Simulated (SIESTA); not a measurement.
The system is Bi2Se3 (Paraguanajuatite).

```
CELL_PARAMETERS angstrom
2.07150 1.19598 9.54533
-2.07150 1.19598 9.54533
0.00000 -2.39196 9.54533
ATOMIC_POSITIONS crystal
Bi 0.59920 0.59920 0.59920
Bi 0.40080 0.40080 0.40080
Se 0.78830 0.78830 0.78830
Se 0.21170 0.21170 0.21170
Se 0.00000 0.00000 0.00000
```

Base run:

* Program: SIESTA 5.4.2
* Functional: PBE
* Potentials or basis: PseudoDojo 0.4 standard (PBE files)
* Basis: DZ (energy shift 0.02 Ry)
* Grid cutoff: 500 Ry
* Energy shift: 0.02 Ry
* k mesh: 8 × 8 × 8
* Occupations: fermi-dirac, width 0.05 eV
* Spin: no spin polarisation

Its results: band gap on the k mesh 0.06 eV, direct; pressure -0.6 GPa; largest force 0.625 eV/Å.

After a change of settings the same cell gave: band gap on the k mesh 0.03 eV, direct; pressure 1.0 GPa; largest force 0.882 eV/Å. Which change was it?
A. basis from DZ (energy shift 0.02 Ry) to TZDP (energy shift 0.05 Ry); energy shift from 0.02 Ry to 0.05 Ry
B. basis from DZ (energy shift 0.02 Ry) to SZ (energy shift 0.02 Ry)
C. basis from DZ (energy shift 0.02 Ry) to SZ (energy shift 0.002 Ry); energy shift from 0.02 Ry to 0.002 Ry

B.

Caveats: the basis has no polarisation orbitals; spin-orbit coupling is left out, which as a rule narrows the gap of such compounds by several tenths of an eV; the basis of atomic orbitals isn't converged, which shifts pressures, moduli and gaps; semicore shells carry a single zeta, which can move pressures by several GPa and volumes by a few percent (some runs).

Not every run made on this cell is shown here.
